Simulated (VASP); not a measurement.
Here is a VASP 6.6.1 calculation.

The input INCAR:

```
SYSTEM = SrO
PREC = Accurate ; ENCUT = 600
EDIFF = 1E-7 ; ISMEAR = 0
SIGMA = 0.03 ; LREAL = .False.
LASPH = .True. ; NELM = 80
ALGO = Normal ; ISIF = 2
LWAVE = .False. ; LCHARG = .False.
GGA = PE ; IBRION = 2
NSW = 40 ; EDIFFG = -0.01
```

KPOINTS

```
Automatic mesh
0
Gamma
  10 10 10
  0 0 0
```

File POSCAR:

```
SrO                                     
1.0
    0.0000000000      2.6191829278      2.6191829278
    2.6191829278      0.0000000000      2.6191829278
    2.6191829278      2.6191829278      0.0000000000
  Sr              O             
     1     1
Direct
     0.5000000000000000    0.5000000000000000    0.5000000000000000
     0.0000000000000000    0.0000000000000000    0.0000000000000000
```

Potentials or basis: VASP PAW PBE potentials, release 64 (Sr_sv, O).

The run is started by

```console
$ cat potpaw_PBE.64/Sr_sv/POTCAR potpaw_PBE.64/O/POTCAR > POTCAR
$ mpirun -np 1 vasp_std > vasp.out
```

Problem. Estimate the band gap on the k mesh.

Solution. 3.29 eV, indirect (least direct gap 3.41 eV).

Final structure:
```cif
data_structure
_symmetry_space_group_name_H-M 'P 1'
_symmetry_Int_Tables_number 1
_cell_length_a 3.7041
_cell_length_b 3.7041
_cell_length_c 3.7041
_cell_angle_alpha 60.000
_cell_angle_beta 60.000
_cell_angle_gamma 60.000
_cell_volume 35.94
loop_
_atom_site_label
_atom_site_type_symbol
_atom_site_fract_x
_atom_site_fract_y
_atom_site_fract_z
_atom_site_occupancy
Sr1 Sr 0.50000 0.50000 0.50000 1
O1 O 0.00000 0.00000 0.00000 1
```

Caveat: the relaxation stopped at its first step, so nothing moved. A k mesh can miss the band edges.
